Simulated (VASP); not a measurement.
Crystal: ZrN.

```
Zr N
1.0
     0.00000    2.28000    2.28000
     2.28000    0.00000    2.28000
     2.28000    2.28000    0.00000
Zr N
1 1
Direct
  0.00000 0.00000 0.00000
  0.50000 0.50000 0.50000
```

The cell was built by a generator and needn't be a form met in nature.

| Property | Result |
| --- | --- |
| Program | VASP 6.6.1 |
| Task | relaxation of cell and atoms |
| Functional | LDA |
| Potentials or basis | VASP PAW LDA potentials, release 64 (Zr_sv, N) |
| Cutoff | 600 eV |
| k mesh | 16 × 16 × 16 |
| Occupations | methfessel-paxton, width 0.1 eV |
| Spin | no spin polarisation |

At the start: pressure -5.6 GPa; volume 11.85 Å³/atom.

Problem. How do energy, volume and symmetry change on relaxing?

Solution. Over 4 steps the energy falls by 4.4 meV/atom and the volume is 11.61 Å³/atom (-2.1 %); space group Fm-3m (No. 225, to 0.05 Å).

Step by step:
```csv
step,energy change (eV),largest force (eV/Å),pressure (GPa),volume (Å³)
1,0.0000,0.0000,-5.63,23.70
2,0.0252,0.0000,12.35,22.30
3,-0.0088,0.0000,-0.08,23.22
4,-0.0088,0.0000,0.01,23.21
```

Final structure:
```
Zr N
1.0
     0.00000    2.26409    2.26409
     2.26409    0.00000    2.26409
     2.26409    2.26409    0.00000
Zr N
1 1
Direct
  0.00000 0.00000 0.00000
  0.50000 0.50000 0.50000
```
